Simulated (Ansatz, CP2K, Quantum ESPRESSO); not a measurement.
# One calculation of Ta2C, 3 ways

```xyz
3
Lattice="3.1059 0.0000 0.0000 -1.5530 2.6898 0.0000 0.0000 0.0000 4.9464" Properties=species:S:1:pos:R:3 pbc="T T T"
Ta    1.5530    0.8966    3.6999
Ta    0.0000    1.7932    1.2465
C     0.0000    0.0000    0.0000
```

Alike in all runs: task band structure; functional LDA; k mesh 10 × 10 × 6; occupations fermi-dirac, width 0.05 eV; no spin polarisation; no spin-orbit coupling. LDA stands for any of its common fits. Pressure is positive in compression and, in plane waves, holds the error of the finite cutoff, which Ansatz's Pulay term estimates and takes out.

```csv
program and potentials,plane-wave cutoff (eV),notes,pressure (GPa),largest force (eV/Å)
"Ansatz, Ansatz PAW",420,"potentials made for PBE, which Ansatz adapts in part; Pulay term of +0.20 GPa included",-8.31,0.134
"CP2K, GTH_POTENTIALS Ta GTH-PADE-q13, C GTH-PADE-q4; TZVP-MOLOPT-PBE-GTH basis",-,atomic basis,-20.75,1.400
"Quantum ESPRESSO, GBRV 1.5 LDA",762,-,?,?
```

Estimate from the other rows what the run with Quantum ESPRESSO, GBRV 1.5 LDA gave.

Pressure -8.13 GPa; largest force 0.102 eV/Å. The other rows, which needn't bracket it: pressure -20.75 to -8.31; largest force 0.134 to 1.400.
